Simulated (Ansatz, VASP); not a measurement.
**Ge in VASP and in Ansatz**

```xyz
2
Lattice="0.0000 2.8374 2.8374 2.8374 0.0000 2.8374 2.8374 2.8374 0.0000" Properties=species:S:1:pos:R:3 pbc="T T T"
Ge    0.0000    0.0000    0.0000
Ge    1.4187    1.4187    1.4187
```

Alike in both runs: functional r2SCAN; k mesh 12 × 12 × 12; occupations gaussian, width 0.02 eV; no spin polarisation.

Ansatz relaxed the structure, and its values are those at the end. VASP's run is a single point on that final structure, the one shown.

|  | VASP | Ansatz |
| --- | --- | --- |
| version | VASP 6.6.1 | Ansatz 0.2.0 |
| potentials or method | VASP PAW PBE potentials, release 64 (Ge_d) | scalar-relativistic, plane waves, PAW |
| plane-wave cutoff (eV) | 520 | 500 |
| valence electrons in the cell | 28 | 28 |

```csv
,VASP,Ansatz,Ansatz less VASP
gap on the k mesh at the Fermi level (eV),0.32,0.36,+0.038
least direct gap on the mesh (eV),0.32,0.36,+0.038
pressure (GPa),0.0,0.0,-0.04
```

Caveats: the PAW data sets were made with another functional, which shifts forces and pressure a little (VASP).
